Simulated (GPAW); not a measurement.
**free-standing square Nb monolayer, spacing 3.288 A: a ladder in the smearing**

Two starts of free-standing square Nb monolayer, spacing 3.288 A are run at each rung of the smearing. Which rung is enough?

Main program and level: GPAW 26.7.0; PBE; plane waves with GPAW's PAW setups, scalar-relativistic.

## Step 1: The starting structure

The cell holds 1 atom: 1 Nb. Its edges and angles: a = 3.288 Å, b = 3.288 Å, c = 14.000 Å, α = 90.0°, β = 90.0°, γ = 90.0°. model lattice. Vacuum lies along c.

## Step 2: Rung 1 (width 0.4 eV), start ferro +

A wide smearing converges easily but acts like a high temperature on the moments; each rung narrows it.

Contents of order1.py:

```python
import json
import numpy as np
from ase import Atoms
from ase.parallel import paropen, parprint
from gpaw import GPAW

atoms = Atoms(['Nb'],
    cell=[[3.288, 0.0, 0.0],
         [0.0, 3.288, 0.0],
         [0.0, 0.0, 14.0]],
    scaled_positions=[[0.0, 0.0, 0.5]],
    pbc=True,
    magmoms=[1.0])
atoms.calc = GPAW(mode={'name': 'pw', 'ecut': 550},
    xc='PBE',
    kpts={'size': (8, 8, 1), 'gamma': True},
    occupations={'name': 'fermi-dirac', 'width': 0.4},
    convergence={'density': 1e-05, 'energy': 1e-05},
    maxiter=200,
    symmetry={'tolerance': 1e-4},
    txt='order1.txt')
e = atoms.get_potential_energy(force_consistent=True)
res = {'free_energy': e, 'energy_sigma0': atoms.get_potential_energy(), 'fermi_energy': atoms.calc.get_fermi_level()}
res['moments'] = atoms.get_magnetic_moments().tolist()
res['total'] = atoms.get_magnetic_moment()
parprint('site moments (muB):', np.round(res['moments'], 3))
parprint(f"total moment: {res['total']:.3f} muB")
parprint(f'free energy: {e:.6f} eV')
atoms.calc.write('order1.gpw')
with paropen('results.json', 'w') as f:
    json.dump(res, f)
```

Launch:

```sh
OMP_NUM_THREADS=1 python3 order1.py > order1.log
```

The log of the run:

```text
site moments (muB): [0.769]
total moment: 1.262 muB
free energy: -6.723722 eV

--- order1.txt ---
Input parameters:
  mode=PW(ecut=550),
  convergence={'density': 1e-05, 'energy': 1e-05},
  kpts=MonkhorstPack(size=(8, 8, 1), gamma=True),
  maxiter=200,
  occupations=Occupations(name='fermi-dirac', width=0.4),
  symmetry=Symmetry(tolerance=0.0001),
  xc=XC(name='PBE')

Diagonalizing LCAO Hamiltonian
Converting LCAO to pw mode
   .-------.
  /|       |
 * |       |
 | |       |
 | |       |
 | |       |
 | |       |
 | |       |
 | |       |
 | |       |
 Nb|       |
 | |       |
 | |       |
 | |       |
 | |       |
 | |       |
 | |       |
 | .-------.
 |/       /
 *-------*

Atoms  # Å, Bohr magnetons
|   | symbol |        x |        y |        z |    initial magnetic moments |
|---|--------|----------|----------|----------|-----------------------------|
| 0 |     Nb | 0.000000 | 0.000000 | 7.000000 | ( 0.0000,  0.0000,  1.0000) |

Unit cell  # Å
| periodic |        x |        y |         z |   lengths |    angles |
|----------|----------|----------|-----------|-----------|-----------|
|      yes | 3.288000 | 0.000000 |  0.000000 |  3.288000 | 90.000000 |
|      yes | 0.000000 | 3.288000 |  0.000000 |  3.288000 | 90.000000 |
|      yes | 0.000000 | 0.000000 | 14.000000 | 14.000000 | 90.000000 |

Number of symmetries: 16

BZ-sampling:
  Number of BZ points: 64
  Number of IBZ points: 15

  Monkhorst-Pack size: [8, 8, 1]
  Monkhorst-Pack shift: [0.0625, 0.0625, 0.0]

Plane wave coefficients: 4456
Cutoff: 550.0 eV

Spin-components: 2 (collinear spins)
Bands:           13
Projectors:      6
Spin-degeneracy: 1
Datatype:        complex128

Parallelization:
  kpt:    1
  domain: 1
  band:   1

Density:
  Valence electrons: 13.0
  Components: 2
  Grid points: [18 18 80]
  Charge: 0.0  # |e|

Potential:
  Grid points: [18 18 80]

[... setups left out ...]
Reference energy: -103906.147789  # eV

eigensolver:
  PPCG
  Converge bands: occupied
  niter=2

density mixing:
  MSR1-Mixer
  Pratt-step length: 0.05
  Maximum mixing coefficient: 0.75
  Old densities: 10
  SVD Regularization: 0.005
  Good broyden scale: 1.0
  Trust region scale: 1.0
  Backstep threshold: 4.0
  History deletion threshold: 6.0
  Fourier metric: weight=20.0, sigma=0.015

occupation numbers:
  Fermi-Dirac:
    width: 0.4000  # eV

poisson solver:
  ecut: 4400.0  # eV

xc functional:
  name: PBE with 2 nearest neighbor stencil

convergence criteria:
- Maximum integral of absolute [dens]ity change: 1e-05 electrons / valence electron
- Maximum [total energy] change in last 3 cyles: 1e-05 eV / valence electron
- Maximum integral of absolute [eigenst]ate change: 4e-08 eV^2 / valence electron
maximum number of iterations: 200

SCF iterations
|iter     |      energy | eigst |  dens |  magmom |
|---------|-------------|-------|-------|---------|
|iter:   1|       0s |   -6.004885 | -0.18 |       |  +0.9868|
|iter:   2|       1s |   -5.975910 | -1.54 | -1.04 |  +0.9770|
|iter:   3|       2s |   -5.853195 | -1.85 | -1.08 |  +0.8622|
|iter:   4|       3s |   -5.850810 | -2.15 | -1.58 |  +0.8242|
|iter:   5|       5s |   -5.854469 | -2.97 | -1.78 |  +0.8102|
|iter:   6|       6s |   -5.860684 | -3.50 | -2.02 |  +0.7864|
|iter:   7|       7s |   -5.864432 | -3.97 | -2.45 |  +0.7931|
|iter:   8|       8s |   -5.870709 | -3.66 | -2.61 |  +0.8198|
|iter:   9|      10s |   -5.877720 | -3.61 | -2.48 |  +0.8701|
|iter:  10|      11s |   -5.885317 | -3.85 | -2.38 |  +0.9552|
|iter:  11|      12s |   -5.893074 | -4.13 | -2.38 |  +1.0561|
|iter:  12|      14s |   -5.896113 | -3.79 | -2.41 |  +1.1630|
|iter:  13|      15s |   -5.897627 | -4.99 | -2.85 |  +1.1770|
|iter:  14|      17s |   -5.904632 | -4.43 | -3.06 |  +1.2664|
|iter:  15|      19s |   -5.903361 | -5.20 | -3.22 |  +1.2534|
|iter:  16|      20s |   -5.902065 | -5.54 | -3.55 |  +1.2380|
|iter:  17|      21s |   -5.903915 | -5.53 | -3.56 |  +1.2605|
|iter:  18|      23s |   -5.904151 | -6.58 | -4.12 |  +1.2630|
|iter:  19|      24s |   -5.904015 | -7.28 | -4.42 |  +1.2614|
|iter:  20|      25s |   -5.904069 | -7.52c| -4.95 |  +1.2620|
|iter:  21|      26s |   -5.904062c| -8.09c| -5.52c|  +1.2619|

Converged in 21 steps
Energy contributions relative to reference atoms: (reference = -103906.147789)

Energy contributions:
  Kinetic:         -14.500131
  Coulomb:           9.339756
  Zero:             -0.075388
  External:          0.000000
  Xc:                0.151361
  Entropy:          -1.639319
  Spinorbit:         0.000000
  ----------------------------
  Free energy:      -6.723722
  Extrapolated:     -5.904062

dipole moment: (-11.989374, -11.989374, 0.000001)  # |e|*Ang

Total magnetic moment: (0.000000, 0.000000, 1.261916)

Local magnetic moments
|        x |        y |        z |
|----------|----------|----------|
| 0.000000 | 0.000000 | 0.769319 |  # Nb   0

Fermi level: -2.160
Eigenvalues  # (at kpt = [0.000, 0.000, 0.000])
| band index |      eig [eV] | occ [0-1] |      eig [eV] | occ [0-1] |
|------------|---------------|-----------|---------------|-----------|
|          0 |       -57.810 |     1.000 |       -57.258 |     1.000 |
|          1 |       -34.127 |     1.000 |       -33.307 |     1.000 |
|          2 |       -33.670 |     1.000 |       -33.136 |     1.000 |
|          3 |       -33.670 |     1.000 |       -33.136 |     1.000 |
|          4 |        -5.549 |     1.000 |        -5.166 |     0.999 |
|          5 |        -3.653 |     0.977 |        -3.125 |     0.918 |
|          6 |        -2.900 |     0.864 |        -1.856 |     0.318 |
|          7 |        -1.394 |     0.128 |        -0.845 |     0.036 |
|          8 |        -1.090 |     0.064 |        -0.280 |     0.009 |
|          9 |        -1.090 |     0.064 |        -0.280 |     0.009 |
|         10 |        -0.059 |     0.005 |         0.460 |     0.001 |
|         11 |         1.634 |     0.000 |         1.809 |     0.000 |
|         12 |         2.662 |     0.000 |         2.864 |     0.000 |

No gap
No difference between direct/indirect transitions
```

It took 30 s on 1 MPI rank of Intel Xeon 6975P-C (Granite Rapids), shared host; peak memory 0.23 GiB.

This step gave:

- magnetization: 1.262 μB
- final state: ferromagnetic
- largest moment: 0.7693 μB

After 21 cycles the largest moment stands at 0.769 μB.

## Step 3: Rung 1 (width 0.4 eV), start antiferro q=(0,1/2,0) +-

The second start gives the energy difference between the two end states, the quantity that is followed up the ladder. Its q is in fractions of the reciprocal vectors of the first run's cell.

order2.py is the script of step 2 with these lines changed:

```diff
@@ -6,12 +6,13 @@
 
-atoms = Atoms(['Nb'],
+atoms = Atoms(['Nb', 'Nb'],
     cell=[[3.288, 0.0, 0.0],
-         [0.0, 3.288, 0.0],
+         [0.0, 6.576, 0.0],
          [0.0, 0.0, 14.0]],
-    scaled_positions=[[0.0, 0.0, 0.5]],
+    scaled_positions=[[0.0, 0.0, 0.5],
+         [0.0, 0.5, 0.5]],
     pbc=True,
-    magmoms=[1.0])
+    magmoms=[1.0, -1.0])
 atoms.calc = GPAW(mode={'name': 'pw', 'ecut': 550},
     xc='PBE',
-    kpts={'size': (8, 8, 1), 'gamma': True},
+    kpts={'size': (8, 4, 1), 'gamma': True},
     occupations={'name': 'fermi-dirac', 'width': 0.4},
@@ -20,3 +21,3 @@
     symmetry={'tolerance': 1e-4},
-    txt='order1.txt')
+    txt='order2.txt')
 e = atoms.get_potential_energy(force_consistent=True)
@@ -28,3 +29,3 @@
 parprint(f'free energy: {e:.6f} eV')
-atoms.calc.write('order1.gpw')
+atoms.calc.write('order2.gpw')
 with paropen('results.json', 'w') as f:
```

Launch:

```sh
OMP_NUM_THREADS=1 python3 order2.py > order2.log
```

The log of the run:

```text
site moments (muB): [ 1.267 -1.267]
total moment: -0.000 muB
free energy: -13.520968 eV

--- order2.txt ---
Input parameters:
  mode=PW(ecut=550),
  convergence={'density': 1e-05, 'energy': 1e-05},
  kpts=MonkhorstPack(size=(8, 4, 1), gamma=True),
  maxiter=200,
  occupations=Occupations(name='fermi-dirac', width=0.4),
  symmetry=Symmetry(tolerance=0.0001),
  xc=XC(name='PBE')

Diagonalizing LCAO Hamiltonian
Converting LCAO to pw mode
     .-------.
    /|       |
   / |       |
  /  |       |
 *   |       |
 |   |       |
 |   |       |
 |   |       |
 |   |       |
 |   |       |
 | Nb|       |
 |   |       |
 Nb  |       |
 |   |       |
 |   |       |
 |   |       |
 |   |       |
 |   .-------.
 |  /       /
 | /       /
 |/       /
 *-------*

Atoms  # Å, Bohr magnetons
|   | symbol |        x |        y |        z |    initial magnetic moments |
|---|--------|----------|----------|----------|-----------------------------|
| 0 |     Nb | 0.000000 | 0.000000 | 7.000000 | ( 0.0000,  0.0000,  1.0000) |
| 1 |     Nb | 0.000000 | 3.288000 | 7.000000 | ( 0.0000,  0.0000, -1.0000) |

Number of symmetries: 8

BZ-sampling:
  Number of BZ points: 32
  Number of IBZ points: 15

  Monkhorst-Pack size: [8, 4, 1]
  Monkhorst-Pack shift: [0.0625, 0.125, 0.0]

Plane wave coefficients: 8910
Cutoff: 550.0 eV

Spin-components: 2 (collinear spins)
Bands:           20
Projectors:      12
Spin-degeneracy: 1
Datatype:        complex128

Parallelization:
  kpt:    1
  domain: 1
  band:   1

Density:
  Valence electrons: 26.0
  Components: 2
  Grid points: [18 36 80]
  Charge: 0.0  # |e|

Potential:
  Grid points: [18 36 80]

[...]
|iter:  20|      77s |  -12.042716c| -6.53 | -5.11c|  -0.0001|
|iter:  21|      81s |  -12.042684c| -6.89 | -5.33c|  -0.0001|
|iter:  22|      83s |  -12.042705c| -7.23 | -5.39c|  -0.0001|
|iter:  23|      86s |  -12.042736c| -7.46c| -5.58c|  -0.0000|

Converged in 23 steps
Energy contributions relative to reference atoms: (reference = -207812.295578)

Energy contributions:
  Kinetic:         -26.710797
  Coulomb:          17.095739
  Zero:             -0.169417
  External:          0.000000
  Xc:               -0.780029
  Entropy:          -2.956464
  Spinorbit:         0.000000
  ----------------------------
  Free energy:     -13.520968
  Extrapolated:    -12.042736

dipole moment: (-23.968289, -23.968289, 0.000003)  # |e|*Ang

Total magnetic moment: (0.000000, 0.000000, -0.000028)

Local magnetic moments
|        x |        y |         z |
|----------|----------|-----------|
| 0.000000 | 0.000000 |  1.266545 |  # Nb   0
| 0.000000 | 0.000000 | -1.266557 |  # Nb   1

Fermi level: -2.141
Eigenvalues  # (at kpt = [0.000, 0.000, 0.000])
| band index |      eig [eV] | occ [0-1] |      eig [eV] | occ [0-1] |
|------------|---------------|-----------|---------------|-----------|
|          0 |       -57.849 |     1.000 |       -57.849 |     1.000 |
|        ... |               |           |               |           |
|          5 |       -32.931 |     1.000 |       -32.931 |     1.000 |
|          6 |       -32.894 |     1.000 |       -32.894 |     1.000 |
|          7 |       -32.854 |     1.000 |       -32.854 |     1.000 |
|          8 |        -5.364 |     1.000 |        -5.364 |     1.000 |
[...]
|         16 |        -1.056 |     0.062 |        -1.056 |     0.062 |
|         17 |        -1.018 |     0.057 |        -1.018 |     0.057 |
|         18 |        -0.395 |     0.013 |        -0.395 |     0.013 |
|         19 |         0.192 |     0.003 |         0.192 |     0.003 |

No gap
No difference between direct/indirect transitions
```

Wall time 94 s (1 MPI rank); peak memory 0.37 GiB.

Numbers from this step:

```
magnetization  : 0 μB
final state    : antiferromagnetic
largest moment : 1.267 μB
```

This start lies -36.8 meV a seeded atom from the first; its largest moment is 1.27 μB.

## Step 4: Rung 2 (width 0.2 eV), start ferro +

order1.py is the script of step 2 with these lines changed:

```diff
@@ -16,3 +16,3 @@
     kpts={'size': (8, 8, 1), 'gamma': True},
-    occupations={'name': 'fermi-dirac', 'width': 0.4},
+    occupations={'name': 'fermi-dirac', 'width': 0.2},
     convergence={'density': 1e-05, 'energy': 1e-05},
```

Launch:

```sh
OMP_NUM_THREADS=1 python3 order1.py > order1.log
```

The log of the run:

```text
site moments (muB): [1.53]
total moment: 2.556 muB
free energy: -6.140960 eV

--- order1.txt ---
Input parameters:
  mode=PW(ecut=550),
  convergence={'density': 1e-05, 'energy': 1e-05},
  kpts=MonkhorstPack(size=(8, 8, 1), gamma=True),
  maxiter=200,
  occupations=Occupations(name='fermi-dirac', width=0.2),
  symmetry=Symmetry(tolerance=0.0001),
  xc=XC(name='PBE')

Diagonalizing LCAO Hamiltonian
[...]
|          3 |       -33.831 |     1.000 |       -32.708 |     1.000 |
|          4 |        -5.700 |     1.000 |        -4.863 |     1.000 |
[...]
|          9 |        -1.349 |     0.023 |         0.348 |     0.000 |
|         10 |        -0.200 |     0.000 |         0.778 |     0.000 |
|         11 |         1.596 |     0.000 |         2.021 |     0.000 |
|         12 |         2.602 |     0.000 |         3.129 |     0.000 |

No gap
No difference between direct/indirect transitions


[key lines of the parts left out:]
Free energy:      -6.140960
Converged in 19 steps
dipole moment: (-11.989169, -11.989169, 0.000001)  # |e|*Ang
Fermi level: -2.102
```

The job ended after 27 s (1 MPI rank; peak memory 0.23 GiB).

This step gave:

```yaml
magnetization: 2.556 μB
final_state: ferromagnetic
largest_moment: 1.530 μB
```

The largest moment moves by +0.76 μB from rung 1, at 0.88 times its CPU time.

## Step 5: Rung 2 (width 0.2 eV), start antiferro q=(0,1/2,0) +-

order2.py is the script of step 3 with these lines changed:

```diff
@@ -17,3 +17,3 @@
     kpts={'size': (8, 4, 1), 'gamma': True},
-    occupations={'name': 'fermi-dirac', 'width': 0.4},
+    occupations={'name': 'fermi-dirac', 'width': 0.2},
     convergence={'density': 1e-05, 'energy': 1e-05},
```

Launch:

```sh
OMP_NUM_THREADS=1 python3 order2.py > order2.log
```

The log of the run:

```text
site moments (muB): [ 1.739 -1.739]
total moment: 0.000 muB
free energy: -12.445118 eV

--- order2.txt ---
Input parameters:
  mode=PW(ecut=550),
  convergence={'density': 1e-05, 'energy': 1e-05},
  kpts=MonkhorstPack(size=(8, 4, 1), gamma=True),
  maxiter=200,
  occupations=Occupations(name='fermi-dirac', width=0.2),
  symmetry=Symmetry(tolerance=0.0001),
  xc=XC(name='PBE')

Diagonalizing LCAO Hamiltonian
[...]
|          7 |       -32.497 |     1.000 |       -32.497 |     1.000 |
|          8 |        -5.355 |     1.000 |        -5.355 |     1.000 |
[...]
|         16 |        -0.963 |     0.003 |        -0.963 |     0.003 |
|         17 |        -0.711 |     0.001 |        -0.711 |     0.001 |
|         18 |        -0.073 |     0.000 |        -0.073 |     0.000 |
|         19 |         0.598 |     0.000 |         0.598 |     0.000 |

No gap
No difference between direct/indirect transitions


[key lines of the parts left out:]
Free energy:     -12.445118
Converged in 18 steps
dipole moment: (-23.963348, -23.963346, 0.000003)  # |e|*Ang
Fermi level: -2.150
```

The job ended after 75 s (1 MPI rank; peak memory 0.37 GiB).

This step gave:

```yaml
magnetization: 0 μB
final_state: antiferromagnetic
largest_moment: 1.739 μB
```

This start lies -81.6 meV a seeded atom from the first, a change of -44.8 meV since rung 1; its largest moment is 1.74 μB.

## Step 6: Rung 3 (width 0.1 eV), start ferro +

order1.py is the script of step 4 with these lines changed:

```diff
@@ -16,3 +16,3 @@
     kpts={'size': (8, 8, 1), 'gamma': True},
-    occupations={'name': 'fermi-dirac', 'width': 0.2},
+    occupations={'name': 'fermi-dirac', 'width': 0.1},
     convergence={'density': 1e-05, 'energy': 1e-05},
```

Launch:

```sh
OMP_NUM_THREADS=1 python3 order1.py > order1.log
```

The log of the run:

```text
site moments (muB): [1.657]
total moment: 2.770 muB
free energy: -6.017754 eV

--- order1.txt ---
Input parameters:
  mode=PW(ecut=550),
  convergence={'density': 1e-05, 'energy': 1e-05},
  kpts=MonkhorstPack(size=(8, 8, 1), gamma=True),
  maxiter=200,
  occupations=Occupations(name='fermi-dirac', width=0.1),
  symmetry=Symmetry(tolerance=0.0001),
  xc=XC(name='PBE')

Diagonalizing LCAO Hamiltonian
[...]
|          3 |       -33.886 |     1.000 |       -32.637 |     1.000 |
|          4 |        -5.741 |     1.000 |        -4.819 |     1.000 |
[...]
|          9 |        -1.400 |     0.000 |         0.428 |     0.000 |
|         10 |        -0.237 |     0.000 |         0.798 |     0.000 |
|         11 |         1.595 |     0.000 |         2.060 |     0.000 |
|         12 |         2.597 |     0.000 |         3.178 |     0.000 |

No gap
No difference between direct/indirect transitions


[key lines of the parts left out:]
Free energy:      -6.017754
Converged in 18 steps
dipole moment: (-11.989472, -11.989472, 0.000001)  # |e|*Ang
Fermi level: -2.166
```

Wall time 24 s (1 MPI rank); peak memory 0.23 GiB.

Read from the output:

* magnetization: 2.770 μB
* final state: ferromagnetic
* largest moment: 1.657 μB

The largest moment moves by +0.13 μB from rung 2, at 0.91 times its CPU time.

## Step 7: Rung 3 (width 0.1 eV), start antiferro q=(0,1/2,0) +-

order2.py is the script of step 5 with these lines changed:

```diff
@@ -17,3 +17,3 @@
     kpts={'size': (8, 4, 1), 'gamma': True},
-    occupations={'name': 'fermi-dirac', 'width': 0.2},
+    occupations={'name': 'fermi-dirac', 'width': 0.1},
     convergence={'density': 1e-05, 'energy': 1e-05},
```

Launch:

```sh
OMP_NUM_THREADS=1 python3 order2.py > order2.log
```

The log of the run:

```text
site moments (muB): [ 1.792 -1.792]
total moment: 0.000 muB
free energy: -12.174395 eV

--- order2.txt ---
Input parameters:
  mode=PW(ecut=550),
  convergence={'density': 1e-05, 'energy': 1e-05},
  kpts=MonkhorstPack(size=(8, 4, 1), gamma=True),
  maxiter=200,
  occupations=Occupations(name='fermi-dirac', width=0.1),
  symmetry=Symmetry(tolerance=0.0001),
  xc=XC(name='PBE')

Diagonalizing LCAO Hamiltonian
[...]
|          7 |       -32.416 |     1.000 |       -32.416 |     1.000 |
|          8 |        -5.371 |     1.000 |        -5.371 |     1.000 |
[...]
|         16 |        -0.965 |     0.000 |        -0.965 |     0.000 |
|         17 |        -0.660 |     0.000 |        -0.660 |     0.000 |
|         18 |         0.001 |     0.000 |         0.001 |     0.000 |
|         19 |         0.619 |     0.000 |         0.619 |     0.000 |

No gap
No difference between direct/indirect transitions


[key lines of the parts left out:]
Free energy:     -12.174395
Converged in 18 steps
dipole moment: (-23.963444, -23.963444, 0.000003)  # |e|*Ang
Fermi level: -2.182
```

Wall time 71 s (1 MPI rank); peak memory 0.37 GiB.

Read from the output:

* magnetization: 0 μB
* final state: antiferromagnetic
* largest moment: 1.792 μB

This start lies -69.4 meV a seeded atom from the first, a change of +12.2 meV since rung 2; its largest moment is 1.79 μB.

(Part 1 of 2 ends here.)

[Logs and program files are shortened in this print: banners, set-up blocks, solver, clock and traceback lines can be left out without a mark of their own.]

[Logs are printed without paths, hosts, clocks, repeated set-up lines and the standing remarks that a program may print on its own settings, such as how far it seeks lower states.]

[Hosts, paths, dates, database ids (printed as entryN), source tags and the programs' standing remarks are cut or masked in the printed files.]

[Where a cell is said to come from a database of computed structures, the database is the Materials Project.]
